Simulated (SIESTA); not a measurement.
Runs of SIESTA 5.4.2 on FeO (Wuestite). It takes space group Fm-3m (No. 225, cubic). The conventional cell has a = 4.311 Å, b = 4.311 Å, c = 4.311 Å, α = 90.00°, β = 90.00°, γ = 90.00°. Fe (site symmetry m-3m) has 6 O at 2.16 Å as nearest neighbours. Around O (site symmetry m-3m) lie 6 Fe at 2.16 Å. 

| task | level | potentials or basis | cell | k mesh | optimiser | force tolerance | gap on the mesh (eV) | pressure (GPa) | moment (μB) | relaxed volume (Å³/atom) |
| --- | --- | --- | --- | --- | --- | --- | --- | --- | --- | --- |
| relaxation of cell and atoms | PBEsol | PseudoDojo 0.4 standard (PBEsol files), DZP (energy shift 0.003 Ry; two zetas on semicore shells) | relaxed | 8 × 8 × 8 | CG | 0.01 eV/Å | none | -0.1 | 4.00 | 9.62 |
| relaxation of cell and atoms | PBE | PseudoDojo 0.4 standard (PBE files), TZDP (energy shift 0.003 Ry; two zetas on semicore shells) | relaxed | 8 × 8 × 8 | Broyden | 0.04 eV/Å | none | 0.0 | 4.00 | 9.99 |
| single point | LDA | PseudoDojo 0.4 standard (LDA files), DZP (energy shift 0.003 Ry; two zetas on semicore shells) | as given | 8 × 8 × 8 | - | - | none | -14.7 | 4.00 | - |
| single point | PBE | PseudoDojo 0.4 standard (PBE files), TZP (energy shift 0.003 Ry; two zetas on semicore shells) | as given | 8 × 8 × 8 | - | - | none | -0.1 | 4.00 | - |
| band structure | PBE | PseudoDojo 0.4 standard (PBE files), DZP (energy shift 0.003 Ry; two zetas on semicore shells) | as given | 11 × 11 × 11 | - | - | none | (a) | 4.00 | - |
| relaxation of cell and atoms | LDA | PseudoDojo 0.4 standard (LDA files), DZP (energy shift 0.003 Ry; two zetas on semicore shells) | relaxed | 8 × 8 × 8 | - | 0.04 eV/Å | none | 0.4 | (b) | 9.26 |

Alike in all rows: spin collinear, ferromagnetic start; smearing fermi-dirac 0.05 eV; grid cutoff 800 Ry; energy shift 0.003 Ry.

Fill in the values left out.

(a) 0.3; (b) 3.95.

Caveats: short orbitals over semicore shells can move pressures by several GPa; the basis of atomic orbitals isn't converged, which shifts pressures, moduli and gaps; a cell with one magnetic atom can't hold antiferromagnetic order, which such compounds often take; semilocal functionals often make such compounds metallic where correlation or magnetic order opens a gap, which also shifts bond lengths.

A gap of «none» marks a metal or a gap under the smearing width.
